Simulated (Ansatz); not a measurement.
# Zinc-blende AlSb

Computed with BLYP (PAW; Ansatz, an electronic-structure program).

Settings: plane-wave cutoff 520 eV, 10×10×10 k mesh, Fermi–Dirac smearing 0.01 eV, scalar-relativistic PAW data made under PBE.

Cell (relaxed at this level):

```xyz
2
Lattice="0.0000 3.1583 3.1583 3.1583 0.0000 3.1583 3.1583 3.1583 0.0000" Properties=species:S:1:pos:R:3 pbc="T T T"
Al     0.0000     0.0000     0.0000
Sb     1.5792     1.5792     1.5792
```

* **bulk modulus B0**: 42.2 GPa
* **band gap**: 0.88 eV
* **width of the whole s-p valence band**: 10.26 eV
* **pressure derivative B′ of the bulk modulus**: 4.7

Measured, for comparison: band gap 1.73 eV (zero-point renormalisation of 35 meV (experimental, the table's column) added back here, indirect; inputs from Miglio et al. (2020), arXiv:2011.12765); bulk modulus 58.2 GPa (temperature not stated, no zero-point or thermal correction; as tabulated in Toher et al. (2017), arXiv:1611.05714). Computed (rounded) less measured: bulk modulus -27 %.

Spin–orbit coupling is not included; with these elements it can move the gap by several tenths of an eV or more.

Computing time: around 70 core-seconds (rough).
